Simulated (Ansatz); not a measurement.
An input for Ansatz 0.2.0 (CdTe (F-43m)):

```yaml
crystal:
  lattice:
    - [-6.41, 6.41, -6.41]
    - [6.41, 6.41, 6.41]
    - [6.41, -6.41, -6.41]
  atoms:
    - { symbol: Cd, position: [0.0, 0.0, 0.0] }
    - { symbol: Cd, position: [0.25, 0.5, 0.25] }
    - { symbol: Cd, position: [0.5, 0.0, 0.5] }
    - { symbol: Cd, position: [0.75, 0.5, 0.75] }
    - { symbol: Cd, position: [0.75, 0.25, 0.0] }
    - { symbol: Cd, position: [0.0, 0.75, 0.25] }
    - { symbol: Cd, position: [0.25, 0.25, 0.5] }
    - { symbol: Cd, position: [0.5, 0.75, 0.75] }
    - { symbol: Cd, position: [0.5, 0.5, 0.0] }
    - { symbol: Cd, position: [0.75, 0.0, 0.25] }
    - { symbol: Cd, position: [0.0, 0.5, 0.5] }
    - { symbol: Cd, position: [0.25, 0.0, 0.75] }
    - { symbol: Cd, position: [0.25, 0.75, 0.0] }
    - { symbol: Cd, position: [0.5, 0.25, 0.25] }
    - { symbol: Cd, position: [0.75, 0.75, 0.5] }
    - { symbol: Cd, position: [0.0, 0.25, 0.75] }
    - { symbol: Te, position: [0.0, 0.25, 0.0] }
    - { symbol: Te, position: [0.25, 0.75, 0.25] }
    - { symbol: Te, position: [0.5, 0.25, 0.5] }
    - { symbol: Te, position: [0.75, 0.75, 0.75] }
    - { symbol: Te, position: [0.75, 0.5, 0.0] }
    - { symbol: Te, position: [0.0, 0.0, 0.25] }
    - { symbol: Te, position: [0.25, 0.5, 0.5] }
    - { symbol: Te, position: [0.5, 0.0, 0.75] }
    - { symbol: Te, position: [0.5, 0.75, 0.0] }
    - { symbol: Te, position: [0.75, 0.25, 0.25] }
    - { symbol: Te, position: [0.0, 0.75, 0.5] }
    - { symbol: Te, position: [0.25, 0.25, 0.75] }
    - { symbol: Te, position: [0.25, 0.0, 0.0] }
    - { symbol: Te, position: [0.5, 0.5, 0.25] }
    - { symbol: Te, position: [0.75, 0.0, 0.5] }
    - { symbol: Te, position: [0.0, 0.5, 0.75] }
kpoints:
  mp_grid: { grid: [2, 2, 2] }
hamiltonian:
  xc: lda
scf:
  occupations: { method: fixed }
gw:
  n_empty_bands: 1253
  ecut_chi: 98.0
  qp_bands: [v5, c5]
  screening: { model: contour_deformation }
```

The database entry behind the starting cell differs from later determinations by our own check (an axis about 1.1 % short against later determinations), so it need not match the best structure at ambient conditions.

```sh
ansatz run input.yaml --threads 3 --pin off --max-ram 92160MiB --backend cuda --events-out ev --progress --plain --runs-dir out --devices 1 --max-vram 13GiB  # rebuilt from the run's record
```

**Question.** How long will it take on 1 × NVIDIA H100 80GB HBM3 (shared by 6 runs) with 3 threads of AMD EPYC 7R13 (Zen 3), shared host, and how much memory?

It took 82 s; on shared hardware allow 41 s to 2.7 min. Peak host memory was 6.1 GiB. The sizes that set the cost: 20785 plane waves a state, 3 irreducible k points, 1541 bands summed, 2315 plane waves in the screening and 7 SCF cycles.

The screening grows as filled bands × empty bands × pairs of k points, times the square of the screening basis for the matrix.

[Paths, hosts, dates, memory and timing lines, banners, echoed tables and standing remarks are left out of the program output.]

[Logs are printed without paths, hosts, clocks, repeated set-up lines and the standing remarks that a program may print on its own settings, such as how far it seeks lower states.]

[Runs of the session that timed out or met a known fault of the program may be left out.]

[Cells called generated may have been cut or substituted from an entry of the Crystallography Open Database or the Materials Project.]

[Hosts, paths, dates, database ids (printed as entryN), source tags and the programs' standing remarks are cut or masked in the printed files.]
